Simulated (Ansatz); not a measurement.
**Ta: properties at the relaxed cell**

Aim: for Ta, see whether it has a gap, which orbitals make up the states near it and how charge is shared and measure the bulk modulus from energies at several volumes.

This is Ta in the fcc structure; at room conditions it is bcc.

Computed with Ansatz 0.2.0 (DFT PBEsol, scalar-relativistic, plane waves, PAW, unless a step's input says otherwise).

1 further run of the same task is left out (set aside as unsound or not needed).

## (1) The starting structure

Symmetry: Fm-3m, No. 225, cubic system. The conventional cell has a = 4.176 Å, b = 4.176 Å, c = 4.176 Å, α = 90.00°, β = 90.00°, γ = 90.00°. Around Ta (site symmetry m-3m) lie 12 Ta at 2.95 Å.

As a file:

```
Ta
1.0
     0.00000    2.08780    2.08780
     2.08780    0.00000    2.08780
     2.08780    2.08780    0.00000
Ta
1
Direct
  0.00000 0.00000 0.00000
```

It is the result of an earlier relaxation at this level (volume 18.20 Å³/atom; gap on the mesh: none (metal)).

## (2) Static run: bands, density of states and charges

input.yaml

```yaml
crystal:
  lattice:
    - [0.0, 2.0877952332, 2.0877952332]
    - [2.0877952332, 0.0, 2.0877952332]
    - [2.0877952332, 2.0877952332, 0.0]
  atoms:
    - { symbol: Ta, position: [0.0, 0.0, 0.0] }
basis:
  ecutwfc: 420
kpoints:
  mp_grid: { grid: [18, 18, 18] }
  band_path:
    path:
      - [[0.0, 0.0, 0.0], [0.5, 0.0, 0.5], [0.625, 0.25, 0.625]]
      - [[0.375, 0.375, 0.75], [0.0, 0.0, 0.0], [0.5, 0.5, 0.5], [0.5, 0.25, 0.75], [0.5, 0.0, 0.5]]
    npoints: 14
hamiltonian:
  xc: pbesol
scf:
  occupations: { method: gaussian, width: 0.1 }
  n_extra_bands: 6
output:
  forces: true
  stress: true
  eigenvalues: true
  populations: true
  dos: { projected: true, de: 0.02, nscf_kmesh: { grid: [27, 27, 27] } }
  bader: true
```

Run with:

```bash
$ ansatz run input.yaml --threads 1 --pin off --max-ram 2560MiB --backend cpu --events-out ev --progress --plain --runs-dir out
```

The program printed (excerpt; [...] marks lines left out):

```text
Warning: RAYON_NUM_THREADS=1 ignored (pool sized by the plan → 1); use --threads N
scf.n_extra_bands = 6 over 7 filled bands (N_el = 13.0): the run solves 13 bands
[...]
Pseudopotentials: kind: paw
Pseudopotential: Ta, paw, valence charge 13, recommended cutoff 420 eV (normal), Ta.paw.azcp
Functional definition: PBEsol
[...]
Crystal: 1 atoms, lattice volume = 18.201 Å³
Basis set: ecut = 420 eV, 339 PW (Γ), exchange–correlation on 40×40×40 points (8 copies of the dense FFT grid, shifted against one another)
Bands: 13, of which v1, the nominal top of the filled ones, is band 7 counted from 1 (6 counted from 0)
Symmetry: 48 space group operations
Space group: Fm-3m (ITA 225), of the structure as read, at distance tolerance 2.6e-5 Å
k-points: 195 of 5832
[...]
SCF iter   1: F=—  HF=-9806.235366 eV  |F-HF|=—  |Δ(HF+E_count)|=         —  Δρ=2.45e-3  dr2=3.51e-4  ethr=1.77e-3  ⟨swp⟩=5.2  Hψ=13650  notcnv=0  defer=57
[...]
SCF iter   6: F=-9806.235252 eV  HF=-9806.235252 eV  |F-HF|=4.97e-10  |Δ(HF+E_count)|=   1.75e-8  Δρ=3.61e-6  dr2=1.04e-9  ethr=4.35e-10  ⟨swp⟩=5.3  Hψ=10380  notcnv=0
[...]
NSCF: frozen V_eff on 86 k-points
NSCF: frozen V_eff on 560 k-points
SCF converged after 6 iterations
Free energy (F): -9806.235252 eV
[...]
E sigma→0 (E₀):  -9806.231781 eV
Entropy (-TS):   -0.006942 eV (-6.942 meV/atom)
Fermi energy:    18.634538 eV
[...]
--- Forces (eV/Å), atoms counted from 1 ---
  atom   1  Ta    -0.00000000    -0.00000000     0.00000000
[...]
--- Stress (GPa, compression-positive) ---
        0.015319       0.000000      -0.000000
       -0.000000       0.015319      -0.000000
       -0.000000       0.000000       0.015319
  P = ⅓ Tr σ = 0.0153 GPa (0.153 kbar)
--- Band table (eV; the first three rows and the last of 195) ---
  k-point 0: bands = ["-48.8309", "-14.7937", "-14.7937", "-14.7937", "10.3767", "19.0532", "19.0532", "19.0532", "22.1752", "22.1752", "30.8845", "35.7403", "35.7403"]
[...]
--- Löwdin populations: 1 site ---
  site symbol       q [e]
     0     Ta     12.8983
  spilling = 0.007819 (of n_electrons = 13.000000)
--- Bader charges: 1 site ---
  site symbol  charge [e]  shift [e]
     0     Ta      0.0000     0.0000
  estimated error of the sums over rays = 6.9e-7 e
```

It took 36 s on 1 thread of Intel Xeon at 2.50GHz (Skylake/Cascade Lake), shared host; peak memory 0.36 GiB.

Site by site:

```tsv
atom	Löwdin electrons	Bader charge (e)	Bader volume (Å³)
Ta1	12.90	+0.00	18.2
```

bands.tsv at the labelled points (eV, zero at the Fermi level; the bands nearest the Fermi level):

```tsv
point	band 5	band 6	band 7	band 8	band 9	band 10
Γ	-8.26	0.42	0.42	0.42	3.54	3.54
X	-4.58	-3.51	3.09	5.98	6.74	6.74
U	-3.45	-2.42	0.51	3.48	5.60	7.51
K	-3.45	-2.42	0.51	3.48	5.60	7.51
Γ	-8.26	0.42	0.42	0.42	3.54	3.54
L	-4.76	0.17	0.17	0.81	6.00	6.00
W	-2.89	-1.19	-1.19	2.01	6.75	10.14
X	-4.58	-3.51	3.09	5.98	6.74	6.74
```

Counts of states by energy window (eV from the Fermi level), total and by projection:

| from | to | total | Ta 6s | Ta 5d |
| --- | --- | --- | --- | --- |
| -8 | -7 | 0.06 | 0.05 | 0.00 |
| -7 | -6 | 0.11 | 0.09 | 0.01 |
| -6 | -5 | 0.19 | 0.14 | 0.04 |
| -5 | -4 | 0.59 | 0.21 | 0.36 |
| -4 | -3 | 0.84 | 0.14 | 0.68 |
| -3 | -2 | 0.90 | 0.03 | 0.84 |
| -2 | -1 | 0.99 | 0.03 | 0.92 |
| -1 | 0 | 1.33 | 0.10 | 1.15 |
| 0 | 1 | 1.17 | 0.07 | 1.02 |
| 1 | 2 | 0.80 | 0.02 | 0.74 |
| 2 | 3 | 0.94 | 0.03 | 0.87 |
| 3 | 4 | 0.67 | 0.02 | 0.63 |
| 4 | 5 | 0.71 | 0.02 | 0.66 |
| 5 | 6 | 1.05 | 0.04 | 0.97 |

A further 8 or so states lie below the table's range.

## (3) The cell scaled to 0.97 of its volume

input.yaml

```yaml
crystal:
  lattice:
    - [0.0, 2.0667049505, 2.0667049505]
    - [2.0667049505, 0.0, 2.0667049505]
    - [2.0667049505, 2.0667049505, 0.0]
  atoms:
    - { symbol: Ta, position: [0.0, 0.0, 0.0] }
basis:
  ecutwfc: 420
kpoints:
  mp_grid: { grid: [18, 18, 18] }
hamiltonian:
  xc: pbesol
scf:
  occupations: { method: gaussian, width: 0.1 }
output:
  forces: true
  stress: true
  eigenvalues: true
```

Run with:

```bash
$ ansatz run input.yaml --threads 1 --pin off --max-ram 2560MiB --backend cpu --events-out ev --progress --plain --runs-dir out
```

The program printed (excerpt; [...] marks lines left out):

```text
Warning: RAYON_NUM_THREADS=1 ignored (pool sized by the plan → 1); use --threads N
[...]
Pseudopotentials: kind: paw
Pseudopotential: Ta, paw, valence charge 13, recommended cutoff 420 eV (normal), Ta.paw.azcp
Functional definition: PBEsol
[...]
Crystal: 1 atoms, lattice volume = 17.655 Å³
Basis set: ecut = 420 eV, 331 PW (Γ), exchange–correlation on 40×40×40 points (8 copies of the dense FFT grid, shifted against one another)
Bands: 11, of which v1, the nominal top of the filled ones, is band 7 counted from 1 (6 counted from 0)
Symmetry: 48 space group operations
Space group: Fm-3m (ITA 225), of the structure as read, at distance tolerance 2.6e-5 Å
k-points: 195 of 5832
[...]
SCF iter   1: F=—  HF=-9806.224542 eV  |F-HF|=—  |Δ(HF+E_count)|=         —  Δρ=2.49e-3  dr2=4.01e-4  ethr=1.77e-3  ⟨swp⟩=5.2  Hψ=12051  notcnv=0
[...]
SCF iter   6: F=-9806.224462 eV  HF=-9806.224462 eV  |F-HF|=5.28e-11  |Δ(HF+E_count)|=  1.56e-10  Δρ=1.29e-6  dr2=9.76e-11  ethr=3.66e-12  ⟨swp⟩=2.0  Hψ=6766  notcnv=0
[...]
SCF converged after 6 iterations
Free energy (F): -9806.224462 eV
[...]
E sigma→0 (E₀):  -9806.221138 eV
Entropy (-TS):   -0.006649 eV (-6.649 meV/atom)
Fermi energy:    19.298419 eV
[...]
--- Forces (eV/Å), atoms counted from 1 ---
  atom   1  Ta    -0.00000000    -0.00000000     0.00000000
[...]
--- Stress (GPa, compression-positive) ---
        6.467865       0.000000      -0.000000
       -0.000000       6.467865       0.000000
       -0.000000       0.000000       6.467865
  P = ⅓ Tr σ = 6.4679 GPa (64.679 kbar)
--- Band table (eV; the first three rows and the last of 195) ---
  k-point 0: bands = ["-48.1002", "-14.0236", "-14.0236", "-14.0236", "10.9079", "19.6956", "19.6956", "19.6956", "22.9504", "22.9504", "31.6108"]
[...]
```

Wall time 8 s (1 thread of Intel Xeon at 2.50GHz (Skylake/Cascade Lake), shared host); peak memory 0.33 GiB.

## (4) The cell scaled to 1.03 of its volume

Edit input.yaml of step 3 so:

```diff
@@ -2,5 +2,5 @@
   lattice:
-    - [0.0, 2.0667049505, 2.0667049505]
-    - [2.0667049505, 0.0, 2.0667049505]
-    - [2.0667049505, 2.0667049505, 0.0]
+    - [0.0, 2.1084678176, 2.1084678176]
+    - [2.1084678176, 0.0, 2.1084678176]
+    - [2.1084678176, 2.1084678176, 0.0]
   atoms:
```

Run with:

```bash
$ ansatz run input.yaml --threads 1 --pin off --max-ram 2560MiB --backend cpu --events-out ev --progress --plain --runs-dir out
```

The program printed (excerpt; [...] marks lines left out):

```text
Warning: RAYON_NUM_THREADS=1 ignored (pool sized by the plan → 1); use --threads N
[...]
Pseudopotentials: kind: paw
Pseudopotential: Ta, paw, valence charge 13, recommended cutoff 420 eV (normal), Ta.paw.azcp
Functional definition: PBEsol
[...]
Crystal: 1 atoms, lattice volume = 18.747 Å³
Basis set: ecut = 420 eV, 339 PW (Γ), exchange–correlation on 40×40×40 points (8 copies of the dense FFT grid, shifted against one another)
Bands: 11, of which v1, the nominal top of the filled ones, is band 7 counted from 1 (6 counted from 0)
Symmetry: 48 space group operations
Space group: Fm-3m (ITA 225), of the structure as read, at distance tolerance 2.7e-5 Å
k-points: 195 of 5832
[...]
SCF iter   1: F=—  HF=-9806.225547 eV  |F-HF|=—  |Δ(HF+E_count)|=         —  Δρ=2.61e-3  dr2=4.85e-4  ethr=1.77e-3  ⟨swp⟩=5.2  Hψ=12032  notcnv=0
[...]
SCF iter   6: F=-9806.225515 eV  HF=-9806.225515 eV  |F-HF|=1.00e-10  |Δ(HF+E_count)|=  7.82e-10  Δρ=1.63e-6  dr2=1.95e-10  ethr=1.94e-11  ⟨swp⟩=2.6  Hψ=6277  notcnv=0
[...]
SCF converged after 6 iterations
Free energy (F): -9806.225515 eV
[...]
E sigma→0 (E₀):  -9806.222085 eV
Entropy (-TS):   -0.006860 eV (-6.860 meV/atom)
Fermi energy:    18.009171 eV
[...]
--- Forces (eV/Å), atoms counted from 1 ---
  atom   1  Ta    -0.00000000    -0.00000000    -0.00000000
[...]
--- Stress (GPa, compression-positive) ---
       -5.603338       0.000000      -0.000000
        0.000000      -5.603338       0.000000
       -0.000000      -0.000000      -5.603338
  P = ⅓ Tr σ = -5.6033 GPa (-56.033 kbar)
--- Band table (eV; the first three rows and the last of 195) ---
  k-point 0: bands = ["-49.5274", "-15.5237", "-15.5237", "-15.5237", "9.8800", "18.4434", "18.4434", "18.4434", "21.4406", "21.4406", "30.1955"]
[...]
```

Run time: 7.1 s. Hardware: 1 thread of Intel Xeon at 2.50GHz (Skylake/Cascade Lake), shared host; peak memory 0.33 GiB.

## (5) The cell scaled to 0.94 of its volume

Edit input.yaml of step 4 so:

```diff
@@ -2,5 +2,5 @@
   lattice:
-    - [0.0, 2.1084678176, 2.1084678176]
-    - [2.1084678176, 0.0, 2.1084678176]
-    - [2.1084678176, 2.1084678176, 0.0]
+    - [0.0, 2.0451752083, 2.0451752083]
+    - [2.0451752083, 0.0, 2.0451752083]
+    - [2.0451752083, 2.0451752083, 0.0]
   atoms:
```

Run with:

```bash
$ ansatz run input.yaml --threads 1 --pin off --max-ram 2560MiB --backend cpu --events-out ev --progress --plain --runs-dir out
```

The program printed (excerpt; [...] marks lines left out):

```text
Warning: RAYON_NUM_THREADS=1 ignored (pool sized by the plan → 1); use --threads N
[...]
Pseudopotentials: kind: paw
Pseudopotential: Ta, paw, valence charge 13, recommended cutoff 420 eV (normal), Ta.paw.azcp
Functional definition: PBEsol
[...]
Crystal: 1 atoms, lattice volume = 17.109 Å³
Basis set: ecut = 420 eV, 331 PW (Γ), exchange–correlation on 40×40×40 points (8 copies of the dense FFT grid, shifted against one another)
Bands: 11, of which v1, the nominal top of the filled ones, is band 7 counted from 1 (6 counted from 0)
Symmetry: 48 space group operations
Space group: Fm-3m (ITA 225), of the structure as read, at distance tolerance 2.6e-5 Å
k-points: 195 of 5832
[...]
SCF iter   1: F=—  HF=-9806.190144 eV  |F-HF|=—  |Δ(HF+E_count)|=         —  Δρ=2.62e-3  dr2=5.28e-4  ethr=1.77e-3  ⟨swp⟩=5.2  Hψ=11960  notcnv=0
[...]
SCF iter   6: F=-9806.190015 eV  HF=-9806.190015 eV  |F-HF|=7.28e-12  |Δ(HF+E_count)|=  1.20e-10  Δρ=3.73e-7  dr2=7.79e-12  ethr=2.69e-12  ⟨swp⟩=1.9  Hψ=6710  notcnv=0
[...]
SCF converged after 6 iterations
Free energy (F): -9806.190015 eV
[...]
E sigma→0 (E₀):  -9806.187034 eV
Entropy (-TS):   -0.005962 eV (-5.962 meV/atom)
Fermi energy:    20.005053 eV
[...]
--- Forces (eV/Å), atoms counted from 1 ---
  atom   1  Ta    -0.00000000    -0.00000000    -0.00000000
[...]
--- Stress (GPa, compression-positive) ---
       13.930917      -0.000000      -0.000000
        0.000000      13.930917      -0.000000
       -0.000000      -0.000000      13.930917
  P = ⅓ Tr σ = 13.9309 GPa (139.309 kbar)
--- Band table (eV; the first three rows and the last of 195) ---
  k-point 0: bands = ["-47.3335", "-13.2110", "-13.2110", "-13.2110", "11.4774", "20.3729", "20.3729", "20.3729", "23.7693", "23.7693", "32.3768"]
[...]
```

Run time: 7.4 s. Hardware: 1 thread of Intel Xeon at 2.50GHz (Skylake/Cascade Lake), shared host; peak memory 0.33 GiB.

## (6) Volume × 1.06

Edit input.yaml of step 5 so:

```diff
@@ -2,5 +2,5 @@
   lattice:
-    - [0.0, 2.0451752083, 2.0451752083]
-    - [2.0451752083, 0.0, 2.0451752083]
-    - [2.0451752083, 2.0451752083, 0.0]
+    - [0.0, 2.1287427904, 2.1287427904]
+    - [2.1287427904, 0.0, 2.1287427904]
+    - [2.1287427904, 2.1287427904, 0.0]
   atoms:
```

Run with:

```bash
$ ansatz run input.yaml --threads 1 --pin off --max-ram 2560MiB --backend cpu --events-out ev --progress --plain --runs-dir out
```

The program printed (excerpt; [...] marks lines left out):

```text
Warning: RAYON_NUM_THREADS=1 ignored (pool sized by the plan → 1); use --threads N
[...]
Pseudopotentials: kind: paw
Pseudopotential: Ta, paw, valence charge 13, recommended cutoff 420 eV (normal), Ta.paw.azcp
Functional definition: PBEsol
[...]
Crystal: 1 atoms, lattice volume = 19.293 Å³
Basis set: ecut = 420 eV, 339 PW (Γ), exchange–correlation on 48×48×48 points (8 copies of the dense FFT grid, shifted against one another)
Bands: 11, of which v1, the nominal top of the filled ones, is band 7 counted from 1 (6 counted from 0)
Symmetry: 48 space group operations
Space group: Fm-3m (ITA 225), of the structure as read, at distance tolerance 2.7e-5 Å
k-points: 195 of 5832
[...]
SCF iter   1: F=—  HF=-9806.197920 eV  |F-HF|=—  |Δ(HF+E_count)|=         —  Δρ=2.75e-3  dr2=6.50e-4  ethr=1.77e-3  ⟨swp⟩=5.2  Hψ=12029  notcnv=0
[...]
SCF iter   6: F=-9806.197873 eV  HF=-9806.197873 eV  |F-HF|=1.64e-11  |Δ(HF+E_count)|=  6.22e-10  Δρ=4.87e-7  dr2=2.25e-11  ethr=1.16e-11  ⟨swp⟩=2.5  Hψ=6350  notcnv=0
[...]
SCF converged after 6 iterations
Free energy (F): -9806.197873 eV
[...]
E sigma→0 (E₀):  -9806.194527 eV
Entropy (-TS):   -0.006694 eV (-6.694 meV/atom)
Fermi energy:    17.418570 eV
[...]
--- Forces (eV/Å), atoms counted from 1 ---
  atom   1  Ta    -0.00000000    -0.00000000     0.00000000
[...]
--- Stress (GPa, compression-positive) ---
      -10.506203      -0.000000      -0.000000
       -0.000000     -10.506203      -0.000000
        0.000000       0.000000     -10.506203
  P = ⅓ Tr σ = -10.5062 GPa (-105.062 kbar)
--- Band table (eV; the first three rows and the last of 195) ---
  k-point 0: bands = ["-50.1910", "-16.2163", "-16.2163", "-16.2163", "9.4146", "17.8640", "17.8640", "17.8640", "20.7438", "20.7438", "29.5403"]
[...]
```

It took 7.6 s on 1 thread of Intel Xeon at 2.50GHz (Skylake/Cascade Lake), shared host; peak memory 0.34 GiB.

## (7) Energy against volume

```tsv
volume (Å³/atom)	energy above the lowest point (meV/atom)	pressure (GPa)	gap on the mesh (eV)
17.109	44.7	13.93	0.00
17.655	10.6	6.47	0.00
18.201	0.0	0.02	0.00
18.747	9.7	-5.60	0.00
19.293	37.3	-10.51	0.00
```

## (8) What came out

```
                     quantity                 value
                          gap          none (metal)
    states at the Fermi level  1.18 per eV per cell
                Bader charges            Ta +0.00 e
equilibrium volume of the fit         18.20 Å³/atom
                 bulk modulus               199 GPa
      its pressure derivative                   3.6
```

What this shows: It comes out metallic. Of the projected weight within 0.25 eV of the Fermi level, the largest part is Ta 5d (90 %). The fit puts the minimum at 18.20 Å³/atom with B = 199 GPa and B' = 3.6. These runs have no spin-orbit coupling; with Ta it would split and shift bands.
